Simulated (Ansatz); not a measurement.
HfO2:

```
Hf O
1.0
     0.00000    2.55750    2.55750
     2.55750    0.00000    2.55750
     2.55750    2.55750    0.00000
Hf O
1 2
Direct
  0.00000 0.00000 0.00000
  0.75000 0.75000 0.75000
  0.25000 0.25000 0.25000
```

Measurements of this composition are mostly on another form, of space group No. 14.

| Property | Result |
| --- | --- |
| Program | Ansatz 0.2.0 |
| Task | relaxation of cell and atoms |
| Functional | PBE0 |
| Potentials or basis | Ansatz PAW |
| Cutoff | 420 eV (not typed: the program's choice for these potentials) |
| k mesh | 6 × 6 × 6 |
| Occupations | fermi-dirac, width 0.05 eV |
| Spin | no spin polarisation |

At the start: volume 11.15 Å³/atom.

Q: How do energy, volume and symmetry change on relaxing?

A: It ends after 7 steps and the volume is 10.78 Å³/atom (-3.4 %); space group Fm-3m (No. 225, to 0.05 Å).

The path:
```csv
step,energy change (eV),largest force (eV/Å),volume (Å³)
1,0.0000,0.0000,33.46
2,-0.0339,0.0000,32.04
3,-0.0352,0.0000,32.37
4,-0.0353,0.0000,32.36
5,-0.0314,0.0000,32.36
6,-0.0315,0.0000,32.33
7,-0.0311,0.0000,32.33
```

Final structure:
```cif
data_structure
_symmetry_space_group_name_H-M 'P 1'
_symmetry_Int_Tables_number 1
_cell_length_a 3.5758
_cell_length_b 3.5758
_cell_length_c 3.5758
_cell_angle_alpha 60.000
_cell_angle_beta 60.000
_cell_angle_gamma 60.000
_cell_volume 32.33
loop_
_atom_site_label
_atom_site_type_symbol
_atom_site_fract_x
_atom_site_fract_y
_atom_site_fract_z
_atom_site_occupancy
Hf1 Hf 0.00000 0.00000 0.00000 1
O1 O 0.75000 0.75000 0.75000 1
O2 O 0.25000 0.25000 0.25000 1
```

Caveat: the plane-wave basis is chosen anew once the cell has moved, so the energies of steps on either side of that aren't comparable; the pressure holds a Pulay correction of +0.7 GPa for the finite cutoff; the PAW data sets come from PBE, with cores solved anew for the run's functional, which leaves a small shift of forces and pressure.
